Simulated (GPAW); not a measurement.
# WC (Qusongite) (P-6m2) in GPAW: further runs

The runs below take WC (Qusongite) through band structure, with RPBE, revPBE.

Program: GPAW 26.7.0. These are calculated values, not measurements. Logs are shortened: lines on timing, memory, paths and dates and some standing lists are left out, and cuts for length are marked. The log counts tension as positive stress, the text compression.

## 1. Starting point

It takes space group P-6m2 (No. 187, hexagonal). Conventional cell: a = 2.907 Å, b = 2.907 Å, c = 2.837 Å, α = 90.00°, β = 90.00°, γ = 120.00°. W (site symmetry -6m2) is surrounded by 6 C at 2.20 Å. C (site symmetry -6m2) is surrounded by 6 W at 2.20 Å.

## 2. Band structure, RPBE

The input, run.py:

```python
from ase import Atoms
from ase.dft.bandgap import bandgap
from ase.io import write
from ase.units import GPa
from gpaw import GPAW, PW

atoms = Atoms(['W', 'C'],
              cell=[[2.9065, 0.0, 0.0],
                    [-1.45325, 2.5171028361, 0.0],
                    [0.0, 0.0, 2.8366]],
              scaled_positions=[[0.0, 0.0, 0.0],
                                [0.6666666667, 0.3333333333, 0.5]],
              pbc=True)

calc = GPAW(mode=PW(800),
            xc='RPBE',
            kpts={'size': (10, 10, 9), 'gamma': True},
            occupations={'name': 'fermi-dirac', 'width': 0.05},
            nbands=19,
            convergence={'density': 1e-05, 'energy': 1e-05},
            maxiter=150,
            txt='gpaw.txt')
atoms.calc = calc
energy = atoms.get_potential_energy()
forces = atoms.get_forces()
stress = atoms.get_stress()
calc.write('gs.gpw')
write('result.traj', atoms)
print(f'Energy: {energy:.6f} eV')
print('Forces (eV/A):')
print(forces.round(4))
print('Stress (GPa):', (stress / GPa).round(3))
print('Fermi level:', round(calc.get_fermi_level(), 4), 'eV')
print(f'Gap: {bandgap(calc)[0]:.4f} eV, direct: {bandgap(calc, direct=True)[0]:.4f} eV')

path = atoms.cell.bandpath('GMKGALHA,LM,KH', npoints=100, eps=1e-4)
bs_calc = calc.fixed_density(kpts=path, symmetry='off', nbands=28,
                             convergence={'bands': 'CBM+6.0', 'eigenstates': 1e-6}, txt='bands.txt')
bs = bs_calc.band_structure()
bs.write('bs.json')
print(f'Gap on the path: {bandgap(bs_calc)[0]:.4f} eV')
```

Potentials or basis: the program's PAW data sets (release 1.2.1) made for this functional, pw.

Run with:

```
> OMP_NUM_THREADS=1 python run.py
```

gpaw.txt:

```text
__  _  _
 | _ |_)|_||  |
 |__||  | ||/\| - 26.7.0

Input parameters:
  mode=PW(ecut=800.0),
  convergence={'density': 1e-05, 'energy': 1e-05},
  kpts=MonkhorstPack(size=(10, 10, 9), gamma=True),
  maxiter=150,
  nbands=19,
  occupations=Occupations(name='fermi-dirac', width=0.05),
  xc=XC(name='RPBE')

Diagonalizing LCAO Hamiltonian
Converting LCAO to pw mode

           C

       W

Atoms  # Å, Bohr magnetons
|   | symbol |        x |        y |        z |    initial magnetic moments |
|---|--------|----------|----------|----------|-----------------------------|
| 0 |      W | 0.000000 | 0.000000 | 0.000000 | ( 0.0000,  0.0000,  0.0000) |
| 1 |      C | 1.453250 | 0.839034 | 1.418300 | ( 0.0000,  0.0000,  0.0000) |

Unit cell  # Å
| periodic |         x |        y |        z |  lengths |     angles |
|----------|-----------|----------|----------|----------|------------|
|      yes |  2.906500 | 0.000000 | 0.000000 | 2.906500 |  90.000000 |
|      yes | -1.453250 | 2.517103 | 0.000000 | 2.906500 |  90.000000 |
|      yes |  0.000000 | 0.000000 | 2.836600 | 2.836600 | 120.000000 |

Number of symmetries: 12
Symmetry operations  # r_c * U_cc + t_c -> r_c
|    | kind |            matrix            |
|----|------|------------------------------|
|  0 |  σ   |  1, 1, 0,  0,-1, 0,  0, 0, 1 |
|  1 |  C2  |  1, 1, 0,  0,-1, 0,  0, 0,-1 |
|  2 |  E   |  1, 0, 0,  0, 1, 0,  0, 0, 1 |
|  3 |  σ   |  1, 0, 0,  0, 1, 0,  0, 0,-1 |
|  4 |  C3  |  0, 1, 0, -1,-1, 0,  0, 0, 1 |
|  5 |  S3  |  0, 1, 0, -1,-1, 0,  0, 0,-1 |
|  6 |  σ   |  0,-1, 0, -1, 0, 0,  0, 0, 1 |
|  7 |  C2  |  0,-1, 0, -1, 0, 0,  0, 0,-1 |
|  8 |  σ   | -1, 0, 0,  1, 1, 0,  0, 0, 1 |
|  9 |  C2  | -1, 0, 0,  1, 1, 0,  0, 0,-1 |
| 10 |  C3  | -1,-1, 0,  1, 0, 0,  0, 0, 1 |
| 11 |  S3  | -1,-1, 0,  1, 0, 0,  0, 0,-1 |

BZ-sampling:
  Number of BZ points: 900
  Number of IBZ points: 70

  Monkhorst-Pack size: [10, 10, 9]
  Monkhorst-Pack shift: [0.05, 0.05, 0.0]

K-points  # in reciprocal-cell coordinates
|     |                                coordinates |     weight |
|-----|--------------------------------------------|------------|
|   0 | (  0.00000000,   0.00000000,   0.00000000) | 0.00111111 |
|   1 | (  0.00000000,   0.00000000,   0.11111111) | 0.00222222 |
|   2 | (  0.00000000,   0.00000000,   0.22222222) | 0.00222222 |
|   3 | (  0.00000000,   0.00000000,   0.33333333) | 0.00222222 |
|   4 | (  0.00000000,   0.00000000,   0.44444444) | 0.00222222 |
|   5 | (  0.10000000,   0.00000000,   0.00000000) | 0.00666667 |
|   6 | (  0.10000000,   0.00000000,   0.11111111) | 0.01333333 |
|   7 | (  0.10000000,   0.00000000,   0.22222222) | 0.01333333 |
|   8 | (  0.10000000,   0.00000000,   0.33333333) | 0.01333333 |
|   9 | (  0.10000000,   0.00000000,   0.44444444) | 0.01333333 |
| ... |                                            |            |
|  69 | (  0.50000000,   0.50000000,   0.44444444) | 0.00666667 |

Plane wave coefficients: 1083
Cutoff: 800.0 eV

Spin-components: 1 (collinear spins)
Bands:           19
Projectors:      11
Spin-degeneracy: 2
Datatype:        complex128

Parallelization:
  kpt:    1
  domain: 1
  band:   1

Density:
  Valence electrons: 18.0
  Components: 1
  Grid points: [20 20 20]
  Charge: 0.0  # |e|

Potential:
  Grid points: [20 20 20]

species:
  W:
    name:    Tungsten
    Z:       74.0
    valence: 14
    core:    60
    charge:  0.0  # [|e|]
    compensation charges:
      type: gauss
      rc: 0.40  # [Å]
      lmax: 2
    cutoffs:
      filter: 2.36  # [Å]
      core: 3.02  # [Å]
    projectors
    | kind |    occ | energy [eV] | rcut [Å] |
    |------|--------|-------------|----------|
    |   5s |  2.000 |     -78.791 |    1.344 |
    |   6s |  2.000 |      -5.630 |    1.344 |
    |   5p |  6.000 |     -43.201 |    1.355 |
    |   6p |  0.000 |      -1.361 |    1.355 |
    |   5d |  4.000 |      -4.443 |    1.228 |
    |    d |        |      22.768 |    1.228 |

    Using partial waves for W as LCAO basis

  C:
    name:    Carbon
    Z:       6.0
    valence: 4
    core:    2
    charge:  0.0  # [|e|]
    compensation charges:
      type: gauss
      rc: 0.20  # [Å]
      lmax: 2
    cutoffs:
      filter: 1.14  # [Å]
      core: 1.14  # [Å]
    projectors
    | kind |    occ | energy [eV] | rcut [Å] |
    |------|--------|-------------|----------|
    |   2s |  2.000 |     -13.815 |    0.635 |
    |   2p |  2.000 |      -5.254 |    0.635 |
    |    s |        |      13.396 |    0.635 |
    |    p |        |      21.957 |    0.635 |
    |    d |        |       0.000 |    0.635 |

    Using partial waves for C as LCAO basis

Reference energy: -439814.258887  # eV

eigensolver:
  PPCG
  Converge bands: occupied
  niter=2

density mixing:
  MSR1-Mixer
  Pratt-step length: 0.05
  Maximum mixing coefficient: 0.75
  Old densities: 10
  SVD Regularization: 0.005
  Good broyden scale: 1.0
  Trust region scale: 1.0
  Backstep threshold: 4.0
  History deletion threshold: 6.0
  Fourier metric: weight=20.0, sigma=0.015

occupation numbers:
  Fermi-Dirac:
    width: 0.0500  # eV

poisson solver:
  ecut: 6400.0  # eV

xc functional:
  name: RPBE with 2 nearest neighbor stencil

convergence criteria:
- Maximum integral of absolute [dens]ity change: 1e-05 electrons / valence electron
- Maximum [total energy] change in last 3 cyles: 1e-05 eV / valence electron
- Maximum integral of absolute [eigenst]ate change: 4e-08 eV^2 / valence electron
maximum number of iterations: 150

SCF iterations
|iter     | |      energy | eigst |  dens |
|---------|-|-------------|-------|-------|
|iter:   1| |  -21.573324 | -0.14 |       |
|iter:   2| |  -21.097556 | -2.66 | -0.93 |
|iter:   3| |  -20.038774 | -1.68 | -0.99 |
|iter:   4| |  -20.051108 | -3.59 | -1.70 |
|iter:   5| |  -20.060685 | -3.68 | -1.93 |
|iter:   6| |  -20.060645 | -5.66 | -3.08 |
|iter:   7| |  -20.060647c| -6.83 | -3.63 |
|iter:   8| |  -20.060647c| -8.06c| -4.29 |
|iter:   9| |  -20.060647c| -8.10c| -5.01c|

Converged in 9 steps
Energy contributions relative to reference atoms: (reference = -439814.258887)

Energy contributions:
  Kinetic:          17.718046
  Coulomb:         -19.358880
  Zero:              0.090626
  External:          0.000000
  Xc:              -18.509504
  Entropy:          -0.001870
  Spinorbit:         0.000000
  ----------------------------
  Free energy:     -20.061582
  Extrapolated:    -20.060647

dipole moment: (-4.696332, -9.790055, -10.566228)  # |e|*Ang

Fermi level: 14.239
Eigenvalues  # (at kpt = [0.000, 0.000, 0.000])
| band index |      eig [eV] | occ [0-2] |
|------------|---------------|-----------|
|          0 |       -59.591 |     2.000 |
|          1 |       -23.833 |     2.000 |
|          2 |       -23.728 |     2.000 |
|          3 |       -23.728 |     2.000 |
|          4 |        -0.229 |     2.000 |
|          5 |         9.938 |     2.000 |
|          6 |        10.912 |     2.000 |
|          7 |        10.912 |     2.000 |
|          8 |        14.324 |     0.306 |
|          9 |        17.473 |     0.000 |
|         10 |        17.473 |     0.000 |
|         11 |        19.876 |     0.000 |
|         12 |        19.876 |     0.000 |
|         13 |        20.626 |     0.000 |
|         14 |        28.621 |     0.000 |
|         15 |        31.033 |     0.000 |
|        ... |               |           |
|         18 |        38.225 |     0.000 |

No gap
No difference between direct/indirect transitions

Forces  # eV/Ang
|        x |       y |       z |
|----------|---------|---------|
|  0.00000 | 0.00000 | 0.00000 |  # W    0
| -0.00000 | 0.00000 | 0.00000 |  # C    1

Stress tensor  # eV/Ang^3
|         x |         y |         z |
|-----------|-----------|-----------|
| -0.065530 |  0.000000 |  0.000000 |
|  0.000000 | -0.065530 |  0.000000 |
|  0.000000 |  0.000000 | -0.066371 |

# Writing to gs.gpw (mode='')
```

Wall time 37 s (1 thread of Arm Neoverse V1, shared host); peak memory 0.27 GiB.

What came out:

- Free energy: -20.0616 eV
- Pressure: 10.5 GPa
- Band gap along the path: none (metal or under the smearing width)

Stress tensor (GPa, compression positive):
```
10.50  0.00  0.00
 0.00 10.50  0.00
 0.00  0.00 10.63
```

Levels at the corners of the path, in eV from the Fermi level:
```tsv
point	band 6	band 7	band 8	band 9	band 10	band 11	band 12	band 13
Γ	-4.30	-3.33	-3.33	0.09	3.23	3.23	5.64	5.64
M	-7.03	-3.61	-3.56	-0.47	2.34	4.53	4.88	6.88
K	-6.54	-4.57	-3.44	0.62	0.98	2.06	3.20	9.21
Γ	-4.30	-3.33	-3.33	0.09	3.23	3.23	5.64	5.64
A	-8.62	-2.01	-2.01	-0.58	-0.58	3.67	4.53	4.53
L	-6.44	-4.31	-4.22	0.27	4.43	5.29	6.62	9.20
H	-7.20	-5.41	-1.63	-0.65	4.40	6.35	7.60	9.21
A	-8.62	-2.01	-2.01	-0.58	-0.58	3.67	4.53	4.53
L	-6.44	-4.31	-4.22	0.27	4.43	5.29	6.62	9.20
M	-7.03	-3.61	-3.56	-0.47	2.34	4.53	4.88	6.88
K	-6.54	-4.57	-3.44	0.62	0.98	2.06	3.20	9.21
H	-7.20	-5.41	-1.63	-0.65	4.40	6.35	7.60	9.21
```

Caveat: spin-orbit coupling is left out, which moves the levels of the heavy elements.

## 3. Band structure, revPBE

Edit run.py of step 2 so:

```diff
@@ -1,4 +1,3 @@
-from ase import Atoms
 from ase.dft.bandgap import bandgap
-from ase.io import write
+from ase.io import read, write
 from ase.units import GPa
@@ -6,12 +5,6 @@
 
-atoms = Atoms(['W', 'C'],
-              cell=[[2.9065, 0.0, 0.0],
-                    [-1.45325, 2.5171028361, 0.0],
-                    [0.0, 0.0, 2.8366]],
-              scaled_positions=[[0.0, 0.0, 0.0],
-                                [0.6666666667, 0.3333333333, 0.5]],
-              pbc=True)
+atoms = read('WC.xyz')
 
 calc = GPAW(mode=PW(800),
-            xc='RPBE',
+            xc='revPBE',
             kpts={'size': (10, 10, 9), 'gamma': True},
@@ -35,3 +28,3 @@
 
-path = atoms.cell.bandpath('GMKGALHA,LM,KH', npoints=100, eps=1e-4)
+path = atoms.cell.bandpath('GMKGALHA,LM,KH', npoints=60, eps=1e-4)
 bs_calc = calc.fixed_density(kpts=path, symmetry='off', nbands=28,
```

The input, WC.xyz:

```xyz
2
Lattice="2.9065000000 0.0000000000 0.0000000000 -1.4532500000 2.5171028361 0.0000000000 0.0000000000 0.0000000000 2.8366000000" Properties=species:S:1:pos:R:3 pbc="T T T"
W      0.0000000000      0.0000000000      0.0000000000
C      1.4532500001      0.8390342786      1.4183000000
```

Potentials or basis: the program's PAW data sets (release 1.2.1) made for this functional, pw.

Run with:

```
> OMP_NUM_THREADS=1 python run.py
```

Wall time 30 s (1 thread of Arm Neoverse V1, shared host); peak memory 0.24 GiB.

The run converged. Its results:

```
Free energy             : -20.2519 eV
Pressure                : 9.1 GPa
Band gap along the path : none (metal or under the smearing width)
```

Levels at the corners of the path, in eV from the Fermi level:
```
point  band 7  band 8  band 9  band 10  band 11  band 12
    Γ   -3.33   -3.33    0.09     3.23     3.23     5.63
    M   -3.61   -3.56   -0.47     2.34     4.53     4.88
    K   -4.57   -3.44    0.62     0.98     2.06     3.20
    Γ   -3.33   -3.33    0.09     3.23     3.23     5.63
    A   -2.01   -2.01   -0.58    -0.58     3.67     4.53
    L   -4.31   -4.21    0.28     4.43     5.29     6.63
    H   -5.40   -1.63   -0.65     4.40     6.36     7.60
    A   -2.01   -2.01   -0.58    -0.58     3.67     4.53
    L   -4.31   -4.21    0.28     4.43     5.29     6.63
    M   -3.61   -3.56   -0.47     2.34     4.53     4.88
    K   -4.57   -3.44    0.62     0.98     2.06     3.20
    H   -5.40   -1.63   -0.65     4.40     6.36     7.60
```

Caveat: spin-orbit coupling is left out, which moves the levels of the heavy elements.
